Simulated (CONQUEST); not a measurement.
Crystal: CdSe (Cadmoselite).

```
Cd Se
1.0
     4.30000    0.00000    0.00000
     0.00000    7.02000    0.00000
     0.00000    0.00000    7.44782
Cd Se
4 4
Direct
  0.49778 0.50014 0.83364
  0.99778 0.50014 0.33364
  0.01038 0.00047 0.66954
  0.51038 0.00047 0.16954
  0.49039 0.87992 0.83707
  0.99039 0.87992 0.33707
  0.49866 0.38410 0.16364
  0.99866 0.38410 0.66364
```

The cell isn't the ideal one: atoms moved at random, drawn with an rms of 0.05 Å.

Base run:

```yaml
Program: CONQUEST 1.3
Functional: PBE
Potentials_or_basis: PseudoDojo NC PBE, DZP, grid cutoff 300 Ha
k_mesh: 6 × 4 × 4
Occupations: fermi-dirac, width 0.05 eV
Spin: no spin polarisation
```

Its results: band gap on the k mesh 0.85 eV; pressure 3.9 GPa; largest force 0.590 eV/Å.

Q: After a change of settings the same cell gave: band gap on the k mesh 1.05 eV; pressure 2.8 GPa; largest force 0.801 eV/Å. Which change was it?
A. potentials or basis from PseudoDojo NC PBE, DZP, grid cutoff 300 Ha to PseudoDojo NC PBE, DZP, multi-site functions of range 5 bohr, grid cutoff 120 Ha
B. potentials or basis from PseudoDojo NC PBE, DZP, grid cutoff 300 Ha to PseudoDojo NC PBE, DZP, multi-site functions of range 6.5 bohr, grid cutoff 120 Ha
C. potentials or basis from PseudoDojo NC PBE, DZP, grid cutoff 300 Ha to PseudoDojo NC PBE, DZP, multi-site functions of range 8 bohr, grid cutoff 120 Ha
D. potentials or basis from PseudoDojo NC PBE, DZP, grid cutoff 300 Ha to PseudoDojo NC PBE, DZP, multi-site functions of range 12 bohr, grid cutoff 120 Ha

A: A.

Caveats: the basis of atomic orbitals isn't converged, which shifts pressures, moduli and gaps; multi-site functions contract the basis, which raises the energy a little and makes forces and stress less exact (some runs).
